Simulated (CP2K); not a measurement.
## Ta under changes of volume

One of the cells (18.819 Å³/atom); the others are scaled copies at fixed shape and fractional positions:

```
Ta
1.0
     2.90037    0.00000    0.00000
    -1.45019    2.51180    0.00000
     0.00000    0.00000    5.16627
Ta
2
Direct
  0.33333 0.66667 0.25000
  0.66667 0.33333 0.75000
```

This isn't the form of Ta at room conditions, which is bcc.

* Program: CP2K 2026.2
* Functional: PBEsol
* Potentials or basis: POTENTIAL_UZH Ta GTH-PBE-q13; TZVP-MOLOPT-PBE-GTH basis
* Density cutoff: 6123 eV
* k mesh: 11 × 11 × 5
* Occupations: fermi-dirac, width 0.05 eV
* Spin: no spin polarisation

```tsv
volume (Å³/atom)	energy over the lowest point (meV/atom)	pressure (GPa)
17.689	?	?
18.066	0.00	0.7
18.442	3.44	-3.4
18.819	15.97	-7.0
19.195	36.70	-10.4
19.571	64.83	-13.4
19.948	99.66	-16.1
```

**Question.** What does the run at 17.689 Å³/atom give?

**Answer.** Energy over the lowest point 6.58 meV/atom; pressure 5.2 GPa.

Worked out: A Birch-Murnaghan fit of order 3 (a polynomial in V^(-2/3)) to the other rows has its minimum at 18.12 Å³/atom with B0 = V·E''(V) = 204 GPa and B' = 4.1 at fixed shape and positions, which overstates the stiffness. It gives 6.72 meV/atom at 17.689 Å³/atom, against the run's 6.58, and -dE/dV = 5.2 GPa, against 5.2.

Energies are extrapolated to zero smearing.

Caveats: the potentials were made for another functional, which shifts forces and pressure; the basis of atomic orbitals isn't converged, which shifts pressures, moduli and gaps.
